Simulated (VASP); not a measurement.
# CdS (Hawleyite) (F-43m) in VASP: a series of runs, part 2 of 2

VASP 6.6.1.

## Step 5: Relaxation of cell and atoms, PBE

This run uses another cell than the first one, of 26.07 Å³/atom, 1.051 times its volume.

INCAR reads:

```
  ALGO = Normal
  EDIFF = 1E-7
  EDIFFG = -0.005
  ENCUT = 300
  GGA = PE
  IBRION = 2
  ISIF = 3
  ISMEAR = 0
  LASPH = T
  LCHARG = F
  LREAL = F
  LWAVE = F
  NELM = 80
  NSW = 90
  PREC = Accurate
  SIGMA = 0.03
```

KPOINTS reads:

```
k-points
0
Gamma
  4 4 4
```

POSCAR reads:

```
CdS                                     
1.0
    0.0000000000      2.9652792856      2.9652792856
    2.9652792856     -0.0000000000      2.9652792856
    2.9652792856      2.9652792856     -0.0000000000
  Cd              S             
     1     1
Direct
     0.0000000000000000    0.0000000000000000    0.0000000000000000
     0.2500000000000000    0.2500000000000000    0.2500000000000000
```

Potentials or basis: VASP PAW PBE potentials, release 64 (Cd, S).

The run is started by

```bash
cat potpaw_PBE.64/Cd/POTCAR potpaw_PBE.64/S/POTCAR > POTCAR
mpirun -np 1 vasp_std > vasp.out
```

OUTCAR:

```text
EDIFF = 1E-7
   EDIFFG = -0.005
   ENCUT = 300
   GGA = PE
   IBRION = 2
   ISIF = 3
   ISMEAR = 0
   LASPH = T
   LREAL = F
   NELM = 80
   NSW = 90
   PREC = Accurate

 ion  position               nearest neighbor table
   1  0.000  0.000  0.000-   2 2.57   2 2.57   2 2.57   2 2.57
   2  0.250  0.250  0.250-   1 2.57   1 2.57   1 2.57   1 2.57

  LATTYP: Found a face centered cubic cell.
 ALAT       =     5.9305585712

  Lattice vectors:

 A1 = (   0.0000000000,   2.9652792856,   2.9652792856)
 A2 = (   2.9652792856,   0.0000000000,   2.9652792856)
 A3 = (   2.9652792856,   2.9652792856,   0.0000000000)

Analysis of symmetry for initial positions (statically):
=====================================================================
 Subroutine PRICEL returns:
 Original cell was already a primitive cell.

 Routine SETGRP: Setting up the symmetry group for a
 face centered cubic supercell.
[... 162 lines left out ...]
  external PRESSURE =       2.0019254 kB  Pullay stress =       0.0000000 kB
[... 59 lines left out ...]
--------------------------------------- Ionic step        3  -------------------------------------------

 number of electron      18.0000006 magnetization

 Free energy of the ion-electron system (eV)
  ---------------------------------------------------
  ext. energy  EPLUGINS =         0.00000000
  ---------------------------------------------------
  free energy    TOTEN  =        -6.11016949 eV

  energy without entropy =       -6.11016949  energy(sigma->0) =       -6.11016949

 E-fermi :   1.0942     XC(G=0):  -8.8948

 val. band max:        0.9010953920   @ k =   0.0000   0.0000   0.0000
 cond. band min:       1.9128428635   @ k =   0.0000   0.0000   0.0000
 fundamental gap:      1.0117474716
 Fermi energy:         1.0941787231

 k-point     1 :       0.0000    0.0000    0.0000
  band No.  band energies     occupation
      1     -11.1599      2.00000
      2      -6.6551      2.00000
      3      -6.6551      2.00000
      4      -6.6551      2.00000
      5      -6.2446      2.00000
      6      -6.2446      2.00000
      7       0.9011      2.00000
      8       0.9011      2.00000
      9       0.9011      2.00000
     10       1.9128      0.00000
     11       7.4361      0.00000
     12       7.4361      0.00000
     13       7.4361      0.00000
[... 139 lines left out ...]
  FREE ENERGIE OF THE ION-ELECTRON SYSTEM (eV)
  ---------------------------------------------------
  free  energy   TOTEN  =        -6.1101694924 eV

  energy  without entropy=       -6.1101694924  energy(sigma->0) =       -6.11016949

 reached required accuracy - stopping structural energy minimisation
```

CONTCAR:

```text
CdS
   1.00000000000000
     0.0000000000000000    2.9686873234607618    2.9686873234607618
     2.9686873234607618    0.0000000000000000    2.9686873234607618
     2.9686873234607618    2.9686873234607618    0.0000000000000000
  Cd              S
     1     1
Direct
     0.0000000000000000    0.0000000000000000    0.0000000000000000
     0.2500000000000000    0.2500000000000000    0.2500000000000000

  0.00000000E+00  0.00000000E+00  0.00000000E+00
  0.00000000E+00  0.00000000E+00  0.00000000E+00
```

Run time: 10 s. Hardware: 1 thread of Intel Xeon Platinum 8259CL at 2.50GHz (Skylake/Cascade Lake), shared host; peak memory 0.13 GiB.

The run converged, but some of its settings lie outside the range that counts as converged, so its numbers aren't taken as properties of the crystal.

What came out:

| Item | Value |
| --- | --- |
| Free energy | -6.1102 eV |
| Relaxed volume | 26.16 Å³/atom |
| Relaxed cell | a = 4.198 Å, b = 4.198 Å, c = 4.198 Å, α = 60.00°, β = 60.00°, γ = 60.00° |
| Space group after relaxing (to 0.05 Å) | F-43m (No. 216) |
| Energy gained by relaxing | 0.1 meV/atom |
| Ionic steps | 3 |
| Band gap on the k mesh | 1.01 eV, direct |

Caveat: the k mesh is coarse (spacing up to 0.46 Å⁻¹), so the values aren't converged; the cutoff is under 1.25 times the usual one of these potentials, so pressure, stress and relaxed cells hold a basis-set (Pulay) error.

## Step 6: Relaxation of cell and atoms, RPBE

INCAR reads:

```
SYSTEM = CdS
PREC = Accurate
ENCUT = 600
EDIFF = 1E-6
ISMEAR = 0
SIGMA = 0.03
LREAL = .False.
LASPH = .True.
NELM = 80
ALGO = Normal
ISIF = 3
LWAVE = .False.
LCHARG = .False.
GGA = RP
IBRION = 2
NSW = 90
EDIFFG = -0.01
```

KPOINTS reads:

```
Automatic mesh
0
Gamma
  8 8 8
  0 0 0
```

POSCAR reads:

```
CdS
1.0
    0.0000000000      2.9165000000      2.9165000000
    2.9165000000      0.0000000000      2.9165000000
    2.9165000000      2.9165000000      0.0000000000
Cd S
1 1
Direct
    0.0000000000      0.0000000000      0.0000000000
    0.2500000000      0.2500000000      0.2500000000
```

Potentials or basis: VASP PAW PBE potentials, release 64 (Cd, S).

The run is started by

```bash
cat potpaw_PBE.64/Cd/POTCAR potpaw_PBE.64/S/POTCAR > POTCAR
mpirun -np 1 vasp_std > vasp.out
```

Wall time 35 s (1 thread of Intel Xeon Platinum 8488C (Sapphire Rapids), shared host); peak memory 0.22 GiB.

Results (log left out):

* Free energy: -5.5262 eV
* Relaxed volume: 27.21 Å³/atom
* Relaxed cell: a = 4.254 Å, b = 4.254 Å, c = 4.254 Å, α = 60.00°, β = 60.00°, γ = 60.00°
* Space group after relaxing (to 0.05 Å): F-43m (No. 216)
* Energy gained by relaxing: 37.3 meV/atom
* Ionic steps: 3
* Pressure after relaxing: 0.0 GPa
* Band gap on the k mesh: 1.13 eV, direct

Step by step:
```tsv
step	energy change (eV)	largest force (eV/Å)	pressure (GPa)	volume (Å³)
1	0.0000	0.0000	5.39	49.62
2	-0.0694	0.0000	-1.13	55.86
3	-0.0745	0.0000	0.04	54.42
```

Final structure:
```
Cd S
1.0
     0.00000    3.00781    3.00781
     3.00781    0.00000    3.00781
     3.00781    3.00781    0.00000
Cd S
1 1
Direct
  0.00000 0.00000 0.00000
  0.25000 0.25000 0.25000
```

Levels at points of the mesh, in eV from the valence-band top:
| k point | band 5 | band 6 | band 7 | band 8 | band 9 | band 10 | band 11 | band 12 | band 13 |
| --- | --- | --- | --- | --- | --- | --- | --- | --- | --- |
| (0.00, 0.00, 0.00) | -7.09 | -7.09 | 0.00 | 0.00 | 0.00 | 1.13 | 6.63 | 6.63 | 6.63 |
| (0.50, 0.00, 0.00) | -7.06 | -6.78 | -3.81 | -0.62 | -0.62 | 3.00 | 7.08 | 7.08 | 7.40 |
| (0.50, 0.50, 0.00) | -7.02 | -6.72 | -3.51 | -1.56 | -1.56 | 3.89 | 4.30 | 9.10 | 10.36 |

Caveat: the PAW data sets were made with another functional, which shifts forces and pressure a little.
